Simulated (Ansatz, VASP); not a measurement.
# BAs in two plane-wave programs

Wanted: the spread between two codes on one cell, functional and k mesh. The cell is taken from a series of VASP runs on this material, whose earlier steps may have relaxed, scaled or displaced it; both programs get it as it stands.

Method: plane waves, with VASP 6.6.1 beside it; single point at r2SCAN with rVV10, band structure at r2SCAN with rVV10 and band structure at r2SCAN with rVV10, spin-orbit coupling, in Ansatz 0.2.0.

**1. The structure**

Symmetry: F-43m, No. 216, cubic system. Conventional cell: a = 4.780 Å, b = 4.780 Å, c = 4.780 Å, α = 90.00°, β = 90.00°, γ = 90.00°. Nearest to B lie 4 As at 2.07 Å. Nearest to As lie 4 B at 2.07 Å. Farther neighbours are not listed.

Structure file:

```cif
data_structure
_symmetry_space_group_name_H-M 'F-43m'
_symmetry_Int_Tables_number 216
_cell_length_a 4.7797
_cell_length_b 4.7797
_cell_length_c 4.7797
_cell_angle_alpha 90.000
_cell_angle_beta 90.000
_cell_angle_gamma 90.000
_cell_volume 109.19
loop_
_atom_site_label
_atom_site_type_symbol
_atom_site_symmetry_multiplicity
_atom_site_Wyckoff_symbol
_atom_site_fract_x
_atom_site_fract_y
_atom_site_fract_z
_atom_site_occupancy
B1 B 4 a 0.00000 0.00000 0.00000 1
As1 As 4 d 0.25000 0.25000 0.75000 1
```

**2. VASP: single point, r2SCAN with rVV10**

A single point gives forces, pressure and levels at one fixed geometry, so differences don't come from the geometry; what else differs is listed under the comparison.

Lines of VASP's logs that name or quote its potential files are left out, and so is its time.

The input, INCAR:

```
SYSTEM = BAs
PREC = Accurate
ENCUT = 420
EDIFF = 1E-06
NELM = 100
ISMEAR = 0
SIGMA = 0.05
LREAL = .FALSE.
ALGO = Normal
METAGGA = R2SCAN
LUSE_VDW = .TRUE.
IVDW_NL = 2
BPARAM = 11.95
CPARAM = 0.0093
LASPH = .TRUE.
NBANDS = 10
LORBIT = 11
LWAVE = .FALSE.
LCHARG = .TRUE.
ISIF = 2
LELF = .TRUE.
LVHAR = .TRUE.
```

The input, POSCAR:

```
BAs
1.0
    0.0000000000      2.3898420644      2.3898420644
    2.3898420644      0.0000000000      2.3898420644
    2.3898420644      2.3898420644      0.0000000000
B As
1 1
Direct
    0.0000000000      0.0000000000      0.0000000000
    0.2500000000      0.2500000000      0.2500000000
```

The input, KPOINTS:

```
Automatic mesh
0
Gamma
7 7 7
0 0 0
```

Potentials, in the order of the species: B and As (PBE family, release 64).

Launch:

```
$ mpirun -np 2 vasp_std
```

Numbers of over 12 decimals in the logs are rounded to 6 here.

Log:

```text
[banner, memory and clock lines left out]
running    2 mpi-ranks, on    1 nodes
 distrk:  each k-point on    2 cores,    1 groups
 distr:  one band on    1 cores,    2 groups

 POSCAR found type information on POSCAR B As
 POSCAR found :  2 types and       2 ions
|                                                                             |
|               ----> ADVICE to this user running VASP <----                  |
|                                                                             |
|     You have switched on vdW-DFT.                                           |
|     This routine was written and supplied by Jiri Klimes. We recommend      |
|     that you carefully read and cite the following publications:            |
|       J. Klimes, D.R. Bowler, A. Michelides                                 |
|          J. Phys.: Cond Matt. 22 022201 (2010)                              |
|       J. Klimes, D.R. Bowler, A. Michelides                                 |
|          Phys. Rev. B. 83, 195131 (2011)                                    |
|     and references therein.                                                 |
|                                                                             |

|                                                                             |
|               ----> ADVICE to this user running VASP <----                  |
|                                                                             |
|     You enforced a specific xc type in the INCAR file but a different       |
|     [... a line on the potential file left out ...]
|     I HOPE YOU KNOW WHAT YOU ARE DOING!                                     |
|                                                                             |

 LDA part: xc-table for (None), standard interpolation
 POSCAR, INCAR and KPOINTS ok, starting setup
 FFT: planning ... GRIDC
 FFT: planning ... GRID_SOFT
 FFT: planning ... GRID
 WAVECAR not read
 entering main loop
       N       E                     dE             d eps       ncg     rms          rms(c)
Total rVV10 correction in eV:      0.0897774    10.0781823
DAV:   1    -0.171197716971E+01   -0.17120E+01   -0.34139E+03   400   0.615E+02
DAV:   2    -0.231176989771E+02   -0.21406E+02   -0.20585E+02   556   0.101E+02
DAV:   3    -0.237289950383E+02   -0.61130E+00   -0.60992E+00   486   0.163E+01
DAV:   4    -0.237303982533E+02   -0.14032E-02   -0.14032E-02   488   0.887E-01
DAV:   5    -0.237303997938E+02   -0.15405E-05   -0.15406E-05   492   0.303E-02    0.498E+00
Total rVV10 correction in eV:      0.0982655    10.0781822
DAV:   6    -0.221687487480E+02    0.15617E+01   -0.97187E-01   420   0.538E+00    0.281E+00
Total rVV10 correction in eV:      0.1084110    10.0781822
DAV:   7    -0.221339627375E+02    0.34786E-01   -0.18937E-01   464   0.237E+00    0.961E-01
Total rVV10 correction in eV:      0.1154842    10.0781822
DAV:   8    -0.221308899296E+02    0.30728E-02   -0.15916E-02   452   0.966E-01    0.917E-02
Total rVV10 correction in eV:      0.1159904    10.0781822
DAV:   9    -0.221310556004E+02   -0.16567E-03   -0.36001E-04   456   0.150E-01    0.453E-02
Total rVV10 correction in eV:      0.1162867    10.0781822
DAV:  10    -0.221311002244E+02   -0.44624E-04   -0.30843E-05   436   0.540E-02    0.162E-02
Total rVV10 correction in eV:      0.1163661    10.0781822
DAV:  11    -0.221311006265E+02   -0.40206E-06   -0.51744E-06   478   0.210E-02
Total rVV10 correction in eV:      0.1163763    10.0781822
Total rVV10 correction in eV:      0.1163747    10.0781822
   1 F= -.22131101E+02 E0= -.22131101E+02  d E =-.274325E-20
```

From OUTCAR (step 2):

```text
ion  position               nearest neighbor table
   1  0.000  0.000  0.000-   2 2.07   2 2.07   2 2.07   2 2.07
   2  0.250  0.250  0.250-   1 2.07   1 2.07   1 2.07   1 2.07

  LATTYP: Found a face centered cubic cell.
 ALAT       =     4.7796841288

 Subroutine GETGRP returns: Found 24 space group operations
 (whereof 24 operations were pure point group operations)

The static configuration has the point symmetry T_d .

 Found     20 irreducible k-points:

   k-points           NKPTS =     20   k-points in BZ     NKDIM =     20   number of bands    NBANDS=     10

   dimension x,y,z NGX =    24 NGY =   24 NGZ =   24
   dimension x,y,z NGXF=    48 NGYF=   48 NGZF=   48

   ENCUT  =  420.0 eV  30.87 Ry    5.56 a.u.   5.65  5.65  5.65*2*pi/ulx,y,z

   NELECT =       8.0000    total number of electrons

 k-points in reciprocal lattice and weights: Automatic mesh
   0.00000000  0.00000000  0.00000000       0.003
   0.14285714  0.00000000  0.00000000       0.023
   0.28571429  0.00000000  0.00000000       0.023
   0.42857143  0.00000000  0.00000000       0.023
   0.14285714  0.14285714  0.00000000       0.017
   0.28571429  0.14285714  0.00000000       0.070
   0.42857143  0.14285714  0.00000000       0.070
  -0.42857143  0.14285714  0.00000000       0.070
  -0.28571429  0.14285714  0.00000000       0.070
[...]
-0.42857143  0.42857143  0.14285714       0.070
  -0.28571429  0.42857143  0.14285714       0.070

 average (electrostatic) potential at core
       1 -28.1815       2 -53.3310

 E-fermi :   6.3210

 k-point     1 :       0.0000    0.0000    0.0000
  band No.  band energies     occupation
      1     -10.1452      2.00000
      2       6.0086      2.00000
      3       6.0086      2.00000
      4       6.0086      2.00000
      5       9.4431      0.00000
      6       9.4431      0.00000
      7       9.4431      0.00000
      8      11.1345      0.00000
      9      16.2907      0.00000
    ...

 k-point     2 :       0.1429    0.0000    0.0000
  band No.  band energies     occupation
      1      -9.7947      2.00000
      2       3.4938      2.00000
      3       5.4314      2.00000
      4       5.4314      2.00000
      5       9.6287      0.00000
      6      10.2014      0.00000
      7      10.2014      0.00000
      8      12.7478      0.00000
      9      17.4828      0.00000
    ...

 k-point     3 :       0.2857    0.0000    0.0000
  band No.  band energies     occupation
      1      -8.7868      2.00000
      2      -0.0329      2.00000
      3       4.6023      2.00000
      4       4.6023      2.00000
      5       9.2469      0.00000
      6      11.0295      0.00000
      7      11.0295      0.00000
      8      14.9645      0.00000
      9      18.0104      0.00000
    ...

  Total        0.0036408      0.0036408      0.0036408     -0.0000000      0.0000000      0.0000000
  in kB        0.2136838      0.2136838      0.2136838     -0.0000000      0.0000000      0.0000000
  external PRESSURE =       0.2136838 kB  Pullay stress =       0.0000000 kB

  energy-cutoff  :      420.00
  volume of cell :       27.30
      direct lattice vectors                 reciprocal lattice vectors
     0.000000000  2.389842064  2.389842064    -0.209218846  0.209218846  0.209218846
     2.389842064  0.000000000  2.389842064     0.209218846 -0.209218846  0.209218846
     2.389842064  2.389842064  0.000000000     0.209218846  0.209218846 -0.209218846

 POSITION                                       TOTAL-FORCE (eV/Angst)
 -----------------------------------------------------------------------------------
      0.00000      0.00000      0.00000         0.000000      0.000000      0.000000
      1.19492      1.19492      1.19492        -0.000000     -0.000000     -0.000000
 -----------------------------------------------------------------------------------
    total drift:                                0.000000      0.000000      0.000000

  FREE ENERGIE OF THE ION-ELECTRON SYSTEM (eV)
  ---------------------------------------------------
  free  energy   TOTEN  =       -22.1311006265 eV

  energy  without entropy=      -22.1311006265  energy(sigma->0) =      -22.13110063

 total charge
# of ion       s       p       d       tot
------------------------------------------
    1        0.667   1.163   0.000   1.830
    2        1.170   1.694   0.092   2.956
--------------------------------------------------
tot          1.838   2.857   0.092   4.786

[... 3 further parts left out ...]
```

The run ends at a pressure of 0.02 GPa.

**3. Ansatz: single point, r2SCAN with rVV10**

Ansatz runs on its default PAW (the set named soft_2) files.

The same cell, functional, mesh and smearing now go to Ansatz, which takes its cutoff from its data sets.

The input, input.yaml:

```yaml
crystal:
  lattice:
    - [0.0, 2.3898420644, 2.3898420644]
    - [2.3898420644, 0.0, 2.3898420644]
    - [2.3898420644, 2.3898420644, 0.0]
  atoms:
    - { symbol: B, position: [0.0, 0.0, 0.0] }
    - { symbol: As, position: [0.25, 0.25, 0.25] }
hamiltonian:
  xc: r2scan
  pseudopotentials: { kind: paw }
  dispersion: rvv10
kpoints:
  mp_grid: { grid: [7, 7, 7] }
scf:
  occupations: { method: gaussian, width: 0.05 }
  n_extra_bands: 4
output:
  forces: true
  stress: true
  eigenvalues: true
```

Launch:

```
$ ansatz run input.yaml --threads 2 --pin off --max-ram 4608MiB --backend cpu --events-out ev --progress --plain --runs-dir out
```

Log:

```text
scf.n_extra_bands = 4 over 9 filled bands (N_el = 18.0): the run solves 13 bands
Engine: ansatz 0.2.0, x86_64-unknown-linux-gnu
Pseudopotentials: kind: paw
Pseudopotential: B, paw, valence charge 3, recommended cutoff 500 eV (meta_gga), B.paw.azcp
Pseudopotential: As, paw, valence charge 15, recommended cutoff 500 eV (meta_gga), As.paw.azcp
Functional definition: r2SCAN+rVV10
  parameter k0 = 0.174
  parameter k1 = 0.065
  parameter a1 = 4.9479
  exchange = r2scan_x(k0 = k0, k1 = k1, a1 = a1)
  correlation = r2scan_c + rvv10(11.95, 0.0093)
Crystal: 2 atoms, lattice volume = 27.298 Å³
Basis set: ecut = 500 eV, 701 PW (Γ), exchange–correlation on 120×120×120 points (64 copies of the dense FFT grid, shifted against one another)
Bands: 13, of which v1, the nominal top of the filled ones, is band 9 counted from 1 (8 counted from 0)
Symmetry: 24 space group operations
Space group: F-43m (ITA 216), of the structure as read, at distance tolerance 3.0e-5 Å
k-points: 20 of 343 (time reversal used)
Non-local potential: B, projectors of the file, l = 0: 2, l = 1: 2, l = 2: 1
Non-local potential: As, projectors of the file, l = 0: 2, l = 1: 2, l = 2: 3, l = 3: 1
PAW form: soft (Blöchl's): semilocal exchange-correlation on the pseudo side does not see the compensation charge
rVV10 density: all electrons in the spheres
PAW frozen core: B, regenerated for the run's functional (the file was generated under x = pbe(κ = 0.804, μ = 0.219515), c = pbe(β = 0.066725))
PAW frozen core: As, regenerated for the run's functional (the file was generated under x = pbe(κ = 0.804, μ = 0.219515), c = pbe(β = 0.066725))
PAW one-centre angular grid: B, 302 points (default); XC on 160 Gauss nodes
PAW one-centre angular grid: As, 590 points (default); XC on 160 Gauss nodes
Initial density: superposition of atomic densities (neutral atoms: chi_scale 0, normalization atom), corrected by the library's trained network
Initial wavefunctions: pseudopotential atomic-orbital guess
Functional: x = r2scan, c = r2scan + rvv10(b = 11.95, C = 0.0093); τ floored in thin density (d = 2e-4 eV/Å³)
SCF iter   1: F=—  HF=-5019.974715 eV  |F-HF|=—  |Δ(HF+E_count)|=         —  Δρ=6.02e-3  dr2=1.11e-2  dr2_τ=9.44e-2  ethr=1.77e-3  ⟨swp⟩=5.7  Hψ=1525  notcnv=0
preconditioner: auto → none  [insulator: Δε(μ)=1.322 eV  Ē_g=13.160 eV  σ=0.050 eV  W_gap=1.00  n_scr=8 (ndim 8)  ℏωp=20.1 eV  f_vac=0.001  D(μ)=0.00/eV (n_scr^D=0)  ε∞_Penn≈3.3]
SCF iter   2: F=—  HF=-5019.998964 eV  |F-HF|=—  |Δ(HF+E_count)|=   2.42e-2  Δρ=2.43e-3  dr2=8.52e-4  dr2_τ=1.23e-4  ethr=6.16e-5  ⟨swp⟩=2.0  Hψ=680  notcnv=0
SCF iter   3: F=—  HF=-5019.999010 eV  |F-HF|=—  |Δ(HF+E_count)|=   4.66e-5  Δρ=1.30e-3  dr2=2.01e-4  dr2_τ=3.93e-6  ethr=4.73e-6  ⟨swp⟩=2.0  Hψ=440  notcnv=0
SCF iter   4: F=—  HF=-5019.999062 eV  |F-HF|=—  |Δ(HF+E_count)|=   5.14e-5  Δρ=1.45e-4  dr2=2.62e-6  dr2_τ=1.11e-7  ethr=1.12e-6  ⟨swp⟩=1.0  Hψ=260  notcnv=0
SCF iter   5: F=—  HF=-5019.999063 eV  |F-HF|=—  |Δ(HF+E_count)|=   7.48e-7  Δρ=1.83e-5  dr2=5.25e-8  dr2_τ=1.94e-9  ethr=1.46e-8  ⟨swp⟩=2.2  Hψ=441  notcnv=0
SCF iter   6: F=-5019.999063 eV  HF=-5019.999063 eV  |F-HF|=4.73e-11  |Δ(HF+E_count)|=   1.69e-8  Δρ=3.10e-6  dr2=1.14e-9  dr2_τ=4.87e-11  ethr=2.91e-10  ⟨swp⟩=2.6  Hψ=879  notcnv=0
SCF 1 converged in 6 iterations: F = -5019.999063 eV  dr2 = 1.14e-9
  greatest PAW one-centre occupation: 0.999 electrons in one spin orbital (limit 2), on the As atom at site 1 (counted from 0), in its partial waves of l = 2
SCF converged after 6 iterations
Free energy (F): -5019.999063 eV
Harris-Foulkes:  -5019.999063 eV  (|F-HF|=4.73e-11)
Internal energy: -5019.999063 eV  (E = F + TS)
E sigma→0 (E₀):  -5019.999063 eV
Fermi energy:    11.687713 eV
--- Per-component energies (eV) ---
  E_band       = -222.994804
  E_kinetic    = 151.442208
  E_local      = -1695.469699  (includes V_loc(G=0)·N_el)
  E_nonlocal   = -657.624275
  E_hartree    = 941.396210
  E_xc         = -104.266929
  E_vxc        = -125.200263  (∫ρ·V_xc dr)
  E_paw        = -1929.194870  (= ΣΔE_a)
  E_vpaw       = 214.818872  (= ΣTr[D̂ρ^β])
  E_aug_tail   = -0.000004  (compensation charges beyond the density's cutoff)
  E_vtau       = 6.244992  (kinetic-family band-sum trace: ∫τ·v_τ [+ j·A + Jᵃ·Aᵃ] dr)
  E_ewald      = -1724.805853
  E_core_change = -1.475850  (= ΣΔE_core)
  E_smearing   = -0.000000  (= −TS)
  E_closure    = -0.000000  (closes the sum)
  Σ components = -5019.999063   (vs F -5019.999063, Δ=0.00e0)
--- Forces (eV/Å), atoms counted from 1 ---
  atom   1  B      0.00000000    -0.00000000     0.00000000
  atom   2  As     0.00000000    -0.00000000    -0.00000000
  max |Σ_I F_I| component: 6.38e-16 eV/Å
--- Stress (GPa, compression-positive) ---
       -0.448464       0.000000       0.000000
        0.000000      -0.448464       0.000000
       -0.000000       0.000000      -0.448464
  P = ⅓ Tr σ = -0.4485 GPa (-4.485 kbar)
--- Band table (eV; the first three rows and the last of 20) ---
  k-point 0: bands = [... 5 lower, -5.1525, 11.0083, 11.0083, 11.0083, 14.4393, 14.4393, 14.4393, 16.0991]
  k-point 1: bands = [... 5 lower, -4.8015, 8.4904, 10.4302, 10.4302, 14.6229, 15.2001, 15.2001, 17.7260]
  k-point 2: bands = [... 5 lower, -3.7921, 4.9653, 9.6006, 9.6006, 14.2384, 16.0334, 16.0334, 19.9644]
  k-point 19: bands = [... 5 lower, -0.7226, 2.4787, 4.8625, 6.4819, 15.1491, 17.8320, 18.7334, 19.5067]
```

The job ended after 2.3 s (2 threads of Intel Xeon Platinum 8488C (Sapphire Rapids), shared host; peak memory 0.48 GiB; 4.3 s of CPU time).

The run ends at a pressure of -0.45 GPa.

**4. Differences**

Known differences besides the potentials themselves: VASP keeps PBE cores, Ansatz makes them for the functional; the data sets hold 18 valence electrons in Ansatz (default PAW (the set named soft_2) files) and 8 in VASP; the cutoff is 500 eV in Ansatz and 420 eV in VASP. Total energies have different zeros and are not compared.

Compared:

```tsv
quantity	Ansatz	VASP	difference
pressure (GPa)	-0.45	0.02	-0.47
gap on the k mesh (eV)	1.360	1.359	+0.001
```

A gap on the mesh is an upper bound, since the band edges may lie between its points.

(Part 1 of 2 ends here.)

[Lines on the potential files, build, host, timing and source positions are cut from VASP's logs without a mark.]

[Logs are printed without paths, hosts, clocks, repeated set-up lines and the standing remarks that a program may print on its own settings, such as how far it seeks lower states.]

[Hosts, paths, dates, database ids (printed as entryN), source tags and the programs' standing remarks are cut or masked in the printed files.]
